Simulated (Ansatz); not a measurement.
In: frozen-core PAW against all-electron methods

```
In
1.0
     1.71973    0.99288    8.20746
    -1.71973    0.99288    8.20746
     0.00000   -1.98577    8.20746
In
3
Direct
  0.00000 0.00000 0.00000
  0.77801 0.77801 0.77801
  0.22199 0.22199 0.22199
```

Atoms are numbered in the order listed.

The conventional cell has a = 3.439 Å, b = 3.439 Å, c = 24.622 Å, α = 90.00°, β = 90.00°, γ = 120.00°. In (atom 1) is surrounded by 12 In at 3.39 to 3.44 Å. In (atom 2) is surrounded by 12 In at 3.37 to 3.44 Å.

Structure from Materials Project entry mp-1184502 (possibly hypothetical), not relaxed further. The listed cell was then made from it by scaling, straining or moving an atom.

No spin–orbit coupling, which matters for the heavy atoms here.

All numbers are computed: DFT, PBE, PAW with Ansatz's default frozen-core files, scalar-relativistic (Ansatz 0.2.0); DFT, PBE, all-electron LAPW, scalar-relativistic (Ansatz 0.2.0).

For PAW: a Γ-centred 14×14×14 k mesh, Fermi–Dirac smearing of 0.05 eV, cutoff 420 eV, no spin polarisation. LAPW targets a basis error of 0.5 meV/atom. The Ansatz runs share mesh, smearing and spin set-up. Plane-wave (PAW) pressures include the program's estimate of the Pulay term.

Stress and pressure are positive in compression.

The change that made this cell: equal xx and yy strain of +3 %.

PAW results:

```
       quantity    PAW
 pressure (GPa)  -0.46
stress xx (GPa)  -0.65
stress zz (GPa)  -0.09
```

What does LAPW (all electrons) give for the same quantities?


```json
{"quantity": "pressure (GPa)", "LAPW": "-0.46"}
{"quantity": "stress xx (GPa)", "LAPW": "-0.64"}
{"quantity": "stress zz (GPa)", "LAPW": "-0.09"}
```
